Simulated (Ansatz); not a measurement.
Wanted: the native input for an Ansatz 0.2.0 run.

* Task: single point
* Functional: HSE06 form with a typed share of exact exchange
* Potentials or basis: Ansatz PAW
* Cutoff: 420 eV (not typed: the program's choice for these potentials)
* k mesh: 5 × 5 × 3
* Occupations: fermi-dirac, width 0.05 eV
* Spin: no spin polarisation
* Share of exact exchange: 0.15

SnSe2:

```
Sn Se
1.0
     3.81100    0.00000    0.00000
    -1.90550    3.30042    0.00000
     0.00000    0.00000    6.13600
Sn Se
1 2
Direct
  0.00000 0.00000 0.00000
  0.66667 0.33333 0.75100
  0.33333 0.66667 0.24900
```

One way to write it, as run:

input.yaml

```yaml
crystal:
  lattice:
    - [3.811, 0.0, 0.0]
    - [-1.9055, 3.3004228138, 0.0]
    - [0.0, 0.0, 6.136]
  atoms:
    - { symbol: Sn, position: [0.0, 0.0, 0.0] }
    - { symbol: Se, position: [0.6666666667, 0.3333333333, 0.751] }
    - { symbol: Se, position: [0.3333333333, 0.6666666667, 0.249] }
hamiltonian:
  xc:
    exchange: pbe
    correlation: pbe
    exx: { coeff: 0.15, omega: 0.2078699 }
  pseudopotentials: { kind: paw }
kpoints:
  mp_grid: { grid: [5, 5, 3] }
scf:
  occupations: { method: fermi_dirac, width: 0.05 }
output:
  forces: true
  stress: true
  eigenvalues: true
  write_density: true
  write_potential: true
  elf: true
  volumetric_format: npy
```

Potentials or basis: Ansatz PAW.

The run is started by

```sh
$ ansatz run input.yaml --threads 2 --pin off --max-ram 5632MiB --backend cpu --events-out ev --progress --plain --runs-dir out
```

It gave:

- Pressure: 4.0 GPa
- Largest force: 0.478 eV/Å
- Band gap on the k mesh: 1.22 eV, indirect (least direct gap 1.58 eV)

Caveat: odd divisions of the mesh miss points on the zone boundary, where band edges often lie, so the gap on the mesh can be too wide; spin-orbit coupling is left out, which moves the levels of the heavy elements; the PAW data sets come from PBE, with cores solved anew for the run's functional, which leaves a small shift of forces and pressure; the thresholds are loose for stress.

Wall time 32 s on 2 threads of Arm Neoverse V1, on a shared host, peak memory 1.3 GiB.
